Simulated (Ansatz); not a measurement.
# Ba under strains and displacements

All numbers below come from DFT PBE, scalar-relativistic, plane waves, PAW (Ansatz).

Plane waves to 420 eV, a k mesh through Γ of 12×12×8 on the computed 1-atom cell and Gaussian smearing (0.10 eV); no spin polarisation.

Reference cell:

```
CELL_PARAMETERS angstrom
1.95500 -3.65000 0.00000
1.95500 3.65000 0.00000
0.00000 0.00000 5.70000
ATOMIC_POSITIONS crystal
Ba 0.00000 0.00000 0.00000
```

Each variant moves atoms of this cell by the vectors given, if any (Å), and then applies a symmetric strain (tensor components, Cartesian axes). The reference cell isn't relaxed at this level. Energies are per atom at zero smearing, counted from the lowest variant. Pressure is positive in compression.

1. strain (xx yy zz yz xz xy, %) -1.75 -1.22 -2.87 -1.00 0.00 0.00
2. strain (xx yy zz yz xz xy, %) 2.82 -7.62 -0.05 0.00 0.00 0.00
3. strain (xx yy zz yz xz xy, %) -0.86 -1.26 -3.22 0.00 -4.00 0.00
4. strain (xx yy zz yz xz xy, %) 4.70 2.89 3.50 0.00 0.00 0.00

| result | ΔE (meV/atom) | P (GPa) |
| --- | --- | --- |
| A | 72.2 | 0.97 |
| B | 2.5 | 0.63 |
| C | 0.0 | 0.05 |
| D | 23.4 | 0.70 |

Which variant gave which result?

A is 2, B is 3, C is 4, D is 1.

This form isn't the element's structure at ambient conditions.